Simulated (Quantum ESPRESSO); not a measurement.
# NaI (Fm-3m) in Quantum ESPRESSO: settings compared, part 2 of 5

Quantum ESPRESSO 7.5. Earlier steps stand in the parts before.

### Step 3. Berry-phase polarisation, revPBE (atoms moved at random, drawn with an rms of 0.02 Å)

pw.in

```
&CONTROL
  calculation = 'scf'
  prefix = 'pwscf'
  outdir = './tmp'
  pseudo_dir = './pseudo'
  tprnfor = .true.
  tstress = .true.
  disk_io = 'low'
/
&SYSTEM
  ibrav = 0
  nat = 2
  ntyp = 2
  ecutwfc = 45
  ecutrho = 360
  nbnd = 14
  input_dft = 'revpbe'
  occupations = 'smearing'
  smearing = 'fd'
  degauss = 0.00367493
/
&ELECTRONS
  conv_thr = 4d-10
  electron_maxstep = 120
  mixing_beta = 0.5
/
ATOMIC_SPECIES
I    126.9045 i_pbe_v1.uspp.F.UPF
Na    22.9898 na_pbe_v1.5.uspp.F.UPF
CELL_PARAMETERS angstrom
   0.0000000000    3.2364000000    3.2364000000
   3.2364000000    0.0000000000    3.2364000000
   3.2364000000    3.2364000000    0.0000000000
ATOMIC_POSITIONS crystal
I      0.4939360000    0.4999690000    0.5054920000
Na    -0.0039780000    0.0012360000   -0.0012510000
K_POINTS automatic
3 3 3 0 0 0
```

scf2.in

```
&CONTROL
  calculation = 'scf'
  prefix = 'pwscf'
  outdir = './tmp'
  pseudo_dir = './pseudo'
  tprnfor = .true.
  tstress = .true.
  disk_io = 'low'
/
&SYSTEM
  ibrav = 0
  nat = 2
  ntyp = 2
  ecutwfc = 45
  ecutrho = 360
  nbnd = 14
  input_dft = 'revpbe'
  occupations = 'fixed'
/
&ELECTRONS
  conv_thr = 1d-11
  electron_maxstep = 120
  mixing_beta = 0.5
  startingpot = 'file'
  startingwfc = 'file'
/
ATOMIC_SPECIES
I    126.9045 i_pbe_v1.uspp.F.UPF
Na    22.9898 na_pbe_v1.5.uspp.F.UPF
CELL_PARAMETERS angstrom
   0.0000000000    3.2364000000    3.2364000000
   3.2364000000    0.0000000000    3.2364000000
   3.2364000000    3.2364000000    0.0000000000
ATOMIC_POSITIONS crystal
I      0.4939360000    0.4999690000    0.5054920000
Na    -0.0039780000    0.0012360000   -0.0012510000
K_POINTS automatic
3 3 3 0 0 0
```

berry1.in

```
&CONTROL
  calculation = 'nscf'
  prefix = 'pwscf'
  outdir = './tmp'
  pseudo_dir = './pseudo'
  disk_io = 'low'
  lberry = .true.
  gdir = 1
  nppstr = 8
/
&SYSTEM
  ibrav = 0
  nat = 2
  ntyp = 2
  ecutwfc = 45
  ecutrho = 360
  input_dft = 'revpbe'
  occupations = 'fixed'
/
&ELECTRONS
  conv_thr = 1d-10
  electron_maxstep = 120
  mixing_beta = 0.5
/
ATOMIC_SPECIES
I    126.9045 i_pbe_v1.uspp.F.UPF
Na    22.9898 na_pbe_v1.5.uspp.F.UPF
CELL_PARAMETERS angstrom
   0.0000000000    3.2364000000    3.2364000000
   3.2364000000    0.0000000000    3.2364000000
   3.2364000000    3.2364000000    0.0000000000
ATOMIC_POSITIONS crystal
I      0.4939360000    0.4999690000    0.5054920000
Na    -0.0039780000    0.0012360000   -0.0012510000
K_POINTS automatic
8 3 3 0 0 0
```

berry2.in

```
&CONTROL
  calculation = 'nscf'
  prefix = 'pwscf'
  outdir = './tmp'
  pseudo_dir = './pseudo'
  disk_io = 'low'
  lberry = .true.
  gdir = 2
  nppstr = 8
/
&SYSTEM
  ibrav = 0
  nat = 2
  ntyp = 2
  ecutwfc = 45
  ecutrho = 360
  input_dft = 'revpbe'
  occupations = 'fixed'
/
&ELECTRONS
  conv_thr = 1d-10
  electron_maxstep = 120
  mixing_beta = 0.5
/
ATOMIC_SPECIES
I    126.9045 i_pbe_v1.uspp.F.UPF
Na    22.9898 na_pbe_v1.5.uspp.F.UPF
CELL_PARAMETERS angstrom
   0.0000000000    3.2364000000    3.2364000000
   3.2364000000    0.0000000000    3.2364000000
   3.2364000000    3.2364000000    0.0000000000
ATOMIC_POSITIONS crystal
I      0.4939360000    0.4999690000    0.5054920000
Na    -0.0039780000    0.0012360000   -0.0012510000
K_POINTS automatic
3 8 3 0 0 0
```

berry3.in

```
&CONTROL
  calculation = 'nscf'
  prefix = 'pwscf'
  outdir = './tmp'
  pseudo_dir = './pseudo'
  disk_io = 'low'
  lberry = .true.
  gdir = 3
  nppstr = 8
/
&SYSTEM
  ibrav = 0
  nat = 2
  ntyp = 2
  ecutwfc = 45
  ecutrho = 360
  input_dft = 'revpbe'
  occupations = 'fixed'
/
&ELECTRONS
  conv_thr = 1d-10
  electron_maxstep = 120
  mixing_beta = 0.5
/
ATOMIC_SPECIES
I    126.9045 i_pbe_v1.uspp.F.UPF
Na    22.9898 na_pbe_v1.5.uspp.F.UPF
CELL_PARAMETERS angstrom
   0.0000000000    3.2364000000    3.2364000000
   3.2364000000    0.0000000000    3.2364000000
   3.2364000000    3.2364000000    0.0000000000
ATOMIC_POSITIONS crystal
I      0.4939360000    0.4999690000    0.5054920000
Na    -0.0039780000    0.0012360000   -0.0012510000
K_POINTS automatic
3 3 8 0 0 0
```

Potentials or basis: GBRV 1.5 PBE.

Run with:

```
OMP_NUM_THREADS=1 pw.x -in pw.in > pw.out
OMP_NUM_THREADS=1 pw.x -in scf2.in > scf2.out
OMP_NUM_THREADS=1 pw.x -in berry1.in > berry1.out
OMP_NUM_THREADS=1 pw.x -in berry2.in > berry2.out
OMP_NUM_THREADS=1 pw.x -in berry3.in > berry3.out
```

pw.out:

```text
This program is part of the open-source Quantum ESPRESSO suite
     for quantum simulation of materials; please cite
         "P. Giannozzi et al., J. Phys.:Condens. Matter 21 395502 (2009);
         "P. Giannozzi et al., J. Phys.:Condens. Matter 29 465901 (2017);
         "P. Giannozzi et al., J. Chem. Phys. 152 154105 (2020);
     in publications or presentations arising from this work. More details at

     IMPORTANT: XC functional enforced from input :
     Exchange-correlation= REVPBE
                           (   1   4   4   4   0   0   0)
     Any further DFT definition will be discarded
     Please, verify this is what you really want

     G-vector sticks info
     --------------------
     sticks:   dense  smooth     PW     G-vecs:    dense   smooth      PW
     Sum        1867     925    265                52873    18643    2891

     Using Slab Decomposition

     bravais-lattice index     =            0
     lattice parameter (alat)  =       8.6492  a.u.
     unit-cell volume          =     457.5233 (a.u.)^3
[... 215 lines left out ...]
     7.5816   9.1144  10.1641  10.7011  11.9865  12.7656

          k = 0.4714 0.0000-0.4714 (  2315 PWs)   bands (ev):
[... 11 lines left out ...]
   -48.7910 -20.6903 -20.6899 -20.6880  -8.7578   0.3191   0.4302   1.3521
     7.5816   9.1143  10.1641  10.7012  11.9864  12.7657

     the Fermi energy is     3.5802 ev

!    total energy              =    -161.30770733 Ry
     estimated scf accuracy    <          6.1E-12 Ry
     smearing contrib. (-TS)   =      -0.00000000 Ry
     internal energy E=F+TS    =    -161.30770733 Ry

     The total energy is F=E-TS. E is the sum of the following terms:
     one-electron contribution =     -85.45115454 Ry
     hartree contribution      =      47.08580261 Ry
     xc contribution           =     -62.99037311 Ry
     ewald contribution        =     -59.95198229 Ry

     convergence has been achieved in   9 iterations

     Forces acting on atoms (cartesian axes, Ry/au):

     atom    1 type  1   force =    -0.00066488   -0.00056559    0.00040655
     atom    2 type  2   force =     0.00066488    0.00056559   -0.00040655

     Total force =     0.001362     Total SCF correction =     0.000001

     Computing stress (Cartesian axis) and pressure

          total   stress  (Ry/bohr**3)                   (kbar)     P=       18.10
   0.00012317  -0.00000007   0.00000005           18.12       -0.01        0.01
  -0.00000007   0.00012305   0.00000004           -0.01       18.10        0.01
   0.00000005   0.00000004   0.00012290            0.01        0.01       18.08

=------------------------------------------------------------------------------=
   JOB DONE.
=------------------------------------------------------------------------------=
```

berry1.out:

```text
This program is part of the open-source Quantum ESPRESSO suite
     for quantum simulation of materials; please cite
         "P. Giannozzi et al., J. Phys.:Condens. Matter 21 395502 (2009);
         "P. Giannozzi et al., J. Phys.:Condens. Matter 29 465901 (2017);
         "P. Giannozzi et al., J. Chem. Phys. 152 154105 (2020);
[... 133 lines left out ...]

        The polarization direction is:  ( 0.00000 , 0.70711 , 0.70711 )

               ==================================================

=------------------------------------------------------------------------------=
   JOB DONE.
=------------------------------------------------------------------------------=
```

Run time: 47 s. Hardware: 1 thread of Intel Xeon Platinum 8488C (Sapphire Rapids), shared host; peak memory 0.22 GiB.

What came out:

```yaml
Free_energy: -2194.7032 eV
Pressure: 1.8 GPa
Largest_force: 0.025 eV/Å
Band_gap_on_the_k_mesh: 3.86 eV, direct
```

Forces on the atoms (eV/Å):
```
I   -0.017 -0.015  0.010
Na   0.017  0.015 -0.010
```

Levels at points of the mesh, in eV from the valence-band top:
| k point | band 4 | band 5 | band 6 | band 7 | band 8 | band 9 | band 10 | band 11 | band 12 | band 13 |
| --- | --- | --- | --- | --- | --- | --- | --- | --- | --- | --- |
| (0.00, 0.00, 0.00) | -22.53 | -10.98 | 0.00 | 0.00 | 0.00 | 3.86 | 8.04 | 8.04 | 8.04 | 9.86 |

Berry-phase polarisation along the lattice vectors (C/m²): 0.544, -0.539, -0.550; quanta: 1.082, 1.082, 1.082

Berry phases in units of 2π:
```csv
direction,ionic,electronic,their sum is defined modulo
a1,0.422,0.081,1
a2,-0.489,-0.009,1
a3,-0.473,-0.035,1
```

Caveat: the k mesh is coarse (spacing up to 0.56 Å⁻¹), so the values aren't converged; the potentials were made for another functional, which shifts forces and pressure; spin-orbit coupling is left out, which moves the levels of the heavy elements.

### Step 4. Berry-phase polarisation, AM05 (atoms moved at random, drawn with an rms of 0.15 Å)

pw.in

```
&CONTROL
  calculation = 'scf'
  prefix = 'pwscf'
  outdir = './tmp'
  pseudo_dir = './pseudo'
  tprnfor = .true.
  tstress = .true.
  disk_io = 'low'
/
&SYSTEM
  ibrav = 0
  nat = 2
  ntyp = 2
  ecutwfc = 36
  ecutrho = 216
  nbnd = 14
  input_dft = 'XC-000I-000I-120L-135L-000I-000I'
  occupations = 'smearing'
  smearing = 'fd'
  degauss = 0.00367493
/
&ELECTRONS
  conv_thr = 4d-10
  electron_maxstep = 120
  mixing_beta = 0.5
/
ATOMIC_SPECIES
I    126.9045 I.GGA_PBE-JTH.UPF
Na    22.9898 Na.GGA_PBE-JTH.UPF
CELL_PARAMETERS angstrom
   0.0000000000    3.2364000000    3.2364000000
   3.2364000000    0.0000000000    3.2364000000
   3.2364000000    3.2364000000    0.0000000000
ATOMIC_POSITIONS angstrom
I      3.2653075248    3.2654078532    3.2606568180
Na    -0.1849764420   -0.0156091572    0.1462852800
K_POINTS automatic
3 3 3 0 0 0
```

scf2.in

```
&CONTROL
  calculation = 'scf'
  prefix = 'pwscf'
  outdir = './tmp'
  pseudo_dir = './pseudo'
  tprnfor = .true.
  tstress = .true.
  disk_io = 'low'
/
&SYSTEM
  ibrav = 0
  nat = 2
  ntyp = 2
  ecutwfc = 36
  ecutrho = 216
  nbnd = 14
  input_dft = 'XC-000I-000I-120L-135L-000I-000I'
  occupations = 'fixed'
/
&ELECTRONS
  conv_thr = 1d-11
  electron_maxstep = 120
  mixing_beta = 0.5
  startingpot = 'file'
  startingwfc = 'file'
/
ATOMIC_SPECIES
I    126.9045 I.GGA_PBE-JTH.UPF
Na    22.9898 Na.GGA_PBE-JTH.UPF
CELL_PARAMETERS angstrom
   0.0000000000    3.2364000000    3.2364000000
   3.2364000000    0.0000000000    3.2364000000
   3.2364000000    3.2364000000    0.0000000000
ATOMIC_POSITIONS angstrom
I      3.2653075248    3.2654078532    3.2606568180
Na    -0.1849764420   -0.0156091572    0.1462852800
K_POINTS automatic
3 3 3 0 0 0
```

berry1.in

```
&CONTROL
  calculation = 'nscf'
  prefix = 'pwscf'
  outdir = './tmp'
  pseudo_dir = './pseudo'
  disk_io = 'low'
  lberry = .true.
  gdir = 1
  nppstr = 8
/
&SYSTEM
  ibrav = 0
  nat = 2
  ntyp = 2
  ecutwfc = 36
  ecutrho = 216
  input_dft = 'XC-000I-000I-120L-135L-000I-000I'
  occupations = 'fixed'
/
&ELECTRONS
  conv_thr = 1d-10
  electron_maxstep = 120
  mixing_beta = 0.5
/
ATOMIC_SPECIES
I    126.9045 I.GGA_PBE-JTH.UPF
Na    22.9898 Na.GGA_PBE-JTH.UPF
CELL_PARAMETERS angstrom
   0.0000000000    3.2364000000    3.2364000000
   3.2364000000    0.0000000000    3.2364000000
   3.2364000000    3.2364000000    0.0000000000
ATOMIC_POSITIONS angstrom
I      3.2653075248    3.2654078532    3.2606568180
Na    -0.1849764420   -0.0156091572    0.1462852800
K_POINTS automatic
8 3 3 0 0 0
```

berry2.in

```
&CONTROL
  calculation = 'nscf'
  prefix = 'pwscf'
  outdir = './tmp'
  pseudo_dir = './pseudo'
  disk_io = 'low'
  lberry = .true.
  gdir = 2
  nppstr = 8
/
&SYSTEM
  ibrav = 0
  nat = 2
  ntyp = 2
  ecutwfc = 36
  ecutrho = 216
  input_dft = 'XC-000I-000I-120L-135L-000I-000I'
  occupations = 'fixed'
/
&ELECTRONS
  conv_thr = 1d-10
  electron_maxstep = 120
  mixing_beta = 0.5
/
ATOMIC_SPECIES
I    126.9045 I.GGA_PBE-JTH.UPF
Na    22.9898 Na.GGA_PBE-JTH.UPF
CELL_PARAMETERS angstrom
   0.0000000000    3.2364000000    3.2364000000
   3.2364000000    0.0000000000    3.2364000000
   3.2364000000    3.2364000000    0.0000000000
ATOMIC_POSITIONS angstrom
I      3.2653075248    3.2654078532    3.2606568180
Na    -0.1849764420   -0.0156091572    0.1462852800
K_POINTS automatic
3 8 3 0 0 0
```

berry3.in

```
&CONTROL
  calculation = 'nscf'
  prefix = 'pwscf'
  outdir = './tmp'
  pseudo_dir = './pseudo'
  disk_io = 'low'
  lberry = .true.
  gdir = 3
  nppstr = 8
/
&SYSTEM
  ibrav = 0
  nat = 2
  ntyp = 2
  ecutwfc = 36
  ecutrho = 216
  input_dft = 'XC-000I-000I-120L-135L-000I-000I'
  occupations = 'fixed'
/
&ELECTRONS
  conv_thr = 1d-10
  electron_maxstep = 120
  mixing_beta = 0.5
/
ATOMIC_SPECIES
I    126.9045 I.GGA_PBE-JTH.UPF
Na    22.9898 Na.GGA_PBE-JTH.UPF
CELL_PARAMETERS angstrom
   0.0000000000    3.2364000000    3.2364000000
   3.2364000000    0.0000000000    3.2364000000
   3.2364000000    3.2364000000    0.0000000000
ATOMIC_POSITIONS angstrom
I      3.2653075248    3.2654078532    3.2606568180
Na    -0.1849764420   -0.0156091572    0.1462852800
K_POINTS automatic
3 3 8 0 0 0
```

Potentials or basis: JTH 2.0 PBE.

Run with:

```
OMP_NUM_THREADS=1 pw.x -in pw.in > pw.out
OMP_NUM_THREADS=1 pw.x -in scf2.in > scf2.out
OMP_NUM_THREADS=1 pw.x -in berry1.in > berry1.out
OMP_NUM_THREADS=1 pw.x -in berry2.in > berry2.out
OMP_NUM_THREADS=1 pw.x -in berry3.in > berry3.out
```

pw.out:

```text
This program is part of the open-source Quantum ESPRESSO suite
     for quantum simulation of materials; please cite
         "P. Giannozzi et al., J. Phys.:Condens. Matter 21 395502 (2009);
         "P. Giannozzi et al., J. Phys.:Condens. Matter 29 465901 (2017);
         "P. Giannozzi et al., J. Chem. Phys. 152 154105 (2020);
     in publications or presentations arising from this work. More details at

     file I.GGA_PBE-JTH.UPF: wavefunction(s)  0S 0P renormalized
     file Na.GGA_PBE-JTH.UPF: wavefunction(s)  2S 3S 2P 3P renormalized

     IMPORTANT: XC functional enforced from input :
     Exchange-correlation= XC-000I-000I-120L-135L-000I-000I
                           (   0   0 120 135   0   0   0)
     Any further DFT definition will be discarded
     Please, verify this is what you really want

     G-vector sticks info
     --------------------
     sticks:   dense  smooth     PW     G-vecs:    dense   smooth      PW
     Sum        1111     745    211                24357    13371    2085

     Using Slab Decomposition

[... 249 lines left out ...]
     7.4942   9.0116  10.0738  10.7440  12.0108  12.8891

     the Fermi energy is     3.8633 ev

!    total energy              =    -476.01609464 Ry
     total all-electron energy =      -476.016095 Ry
     estimated scf accuracy    <          3.9E-10 Ry
     smearing contrib. (-TS)   =      -0.00000000 Ry
     internal energy E=F+TS    =    -476.01609464 Ry

     The total energy is F=E-TS. E is the sum of the following terms:
     one-electron contribution =     -85.21580391 Ry
     hartree contribution      =      40.40525119 Ry
     xc contribution           =     -20.34345487 Ry
     ewald contribution        =     -59.82439842 Ry
     one-center paw contrib.   =    -351.03768864 Ry

     convergence has been achieved in   8 iterations

     negative rho (up, down):  5.969E-03 0.000E+00

     Forces acting on atoms (cartesian axes, Ry/au):

     atom    1 type  1   force =    -0.00799824   -0.00129371    0.00384263
     atom    2 type  2   force =     0.00799824    0.00129371   -0.00384263

     Total force =     0.012682     Total SCF correction =     0.000004

     Computing stress (Cartesian axis) and pressure

     negative rho (up, down):  5.969E-03 0.000E+00
          total   stress  (Ry/bohr**3)                   (kbar)     P=        7.82
   0.00008370  -0.00000234   0.00000647           12.31       -0.34        0.95
  -0.00000234   0.00003029   0.00000120           -0.34        4.46        0.18
   0.00000647   0.00000120   0.00004541            0.95        0.18        6.68

=------------------------------------------------------------------------------=
   JOB DONE.
=------------------------------------------------------------------------------=
```

scf2.out:

```text
This program is part of the open-source Quantum ESPRESSO suite
     for quantum simulation of materials; please cite
         "P. Giannozzi et al., J. Phys.:Condens. Matter 21 395502 (2009);
         "P. Giannozzi et al., J. Phys.:Condens. Matter 29 465901 (2017);
         "P. Giannozzi et al., J. Chem. Phys. 152 154105 (2020);
[... 242 lines left out ...]
  -0.00000234   0.00003002   0.00000120           -0.34        4.42        0.18
   0.00000647   0.00000120   0.00004514            0.95        0.18        6.64

=------------------------------------------------------------------------------=
   JOB DONE.
=------------------------------------------------------------------------------=
```

Wall time 23 s (1 thread of Intel Xeon Platinum 8488C (Sapphire Rapids), shared host); peak memory 0.08 GiB.

What came out:

```yaml
Free_energy: -6476.5289 eV
Pressure: 0.8 GPa
Largest_force: 0.231 eV/Å
Band_gap_on_the_k_mesh: 3.67 eV, direct
```

Forces on the atoms (eV/Å):
```
I   -0.206 -0.033  0.099
Na   0.206  0.033 -0.099
```

Stress tensor (GPa, compression positive):
```
 1.23 -0.03  0.10
-0.03  0.44  0.02
 0.10  0.02  0.66
```

Berry-phase polarisation along the lattice vectors (C/m²): -0.482, 0.532, 0.465; quanta: 1.082, 1.082, 1.082

Berry phases in units of 2π:
| direction | ionic | electronic | their sum is defined modulo |
| --- | --- | --- | --- |
| a1 | -0.035 | -0.411 | 1 |
| a2 | 0.494 | -0.002 | 1 |
| a3 | 0.054 | 0.376 | 1 |

Caveat: the k mesh is coarse (spacing up to 0.56 Å⁻¹), so the values aren't converged; the potentials were made for another functional, which shifts forces and pressure; the cutoff is low for these files, which shifts pressure and relaxed volume; spin-orbit coupling is left out, which moves the levels of the heavy elements.

(Part 2 of 5 ends here.)
